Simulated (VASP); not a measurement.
A run of VASP 6.6.1:

Contents of INCAR:

```
ALGO = Normal
EDIFF = 1E-6
EDIFFG = -0.01
ENCUT = 600
GGA = RP
IBRION = 2
ISIF = 3
ISMEAR = 1
LASPH = True
LCHARG = False
LREAL = False
LWAVE = False
NELM = 80
NSW = 90
PREC = Accurate
SIGMA = 0.1
```

The input KPOINTS:

```
k-points
0
Gamma
  10 10 10
```

The input POSCAR:

```
TiPt3
1.0
    3.8970000000      0.0000000000      0.0000000000
    0.0000000000      3.8970000000      0.0000000000
    0.0000000000      0.0000000000      3.8970000000
Ti Pt
1 3
Direct
    0.0000000000      0.0000000000      0.0000000000
    0.0000000000      0.5000000000      0.5000000000
    0.5000000000      0.0000000000      0.5000000000
    0.5000000000      0.5000000000      0.0000000000
```

Potentials or basis: VASP PAW PBE potentials, release 64 (Ti_sv, Pt).

Launch:

```console
$ cat potpaw_PBE.64/Ti_sv/POTCAR potpaw_PBE.64/Pt/POTCAR > POTCAR
$ mpirun -np 1 vasp_std > vasp.out
```

Hardware: 1 thread of AMD EPYC 7R43 64-Core Processor (Zen 3), on a shared host.

How long does it take, and how much memory?

Wall time 9.7 min on 1 thread of AMD EPYC 7R43 64-Core Processor (Zen 3) (shared host), peak memory 0.21 GiB. Counts: scf iterations 51, k points 56, ion steps 4.
